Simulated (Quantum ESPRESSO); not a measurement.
Te under changes of volume

One of the cells (33.925 Å³/atom); the others are scaled copies at fixed shape and fractional positions:

```
Te
1.0
     4.45400    0.00000    0.00000
    -2.22700    3.85728    0.00000
     0.00000    0.00000    5.92400
Te
3
Direct
  0.73100 0.73100 0.00000
  0.00000 0.26900 0.66667
  0.26900 0.00000 0.33333
```

- Program: Quantum ESPRESSO 7.5
- Functional: LDA
- Potentials or basis: GBRV 1.5 LDA
- Cutoff: 612 eV
- Density cutoff: 4898 eV
- k mesh: 7 × 7 × 5
- Occupations: fermi-dirac, width 0.05 eV
- Spin: no spin polarisation

```csv
volume (Å³/atom),energy over the lowest point (meV/atom),pressure (GPa),gap on the mesh (eV)
31.890,3.40,1.4,0.55
32.568,0.00,0.2,0.56
33.247,1.55,-0.9,0.56
33.925,7.52,-1.9,0.57
34.604,?,?,?
35.282,30.83,-3.6,0.58
35.961,47.33,-4.2,0.58
```

What does the run at 34.604 Å³/atom give?

Energy over the lowest point 17.44 meV/atom; pressure -2.8 GPa; gap on the mesh 0.57 eV.

Worked out: A Birch-Murnaghan fit of order 3 (a polynomial in V^(-2/3)) to the other rows has its minimum at 32.68 Å³/atom with B0 = V·E''(V) = 55 GPa and B' = 4.7 at fixed shape and positions, which overstates the stiffness. It gives 17.44 meV/atom at 34.604 Å³/atom, against the run's 17.44, and -dE/dV = -2.8 GPa, against -2.8. A straight line through the other rows of the gap, of slope 0.255 eV per unit of ln V, gives 0.57 eV, against the run's 0.57.

Energies are extrapolated to zero smearing.

Caveats: spin-orbit coupling is left out, which moves the levels of the heavy elements; an odd mesh through Γ misses points on the zone boundary, where band edges often lie.
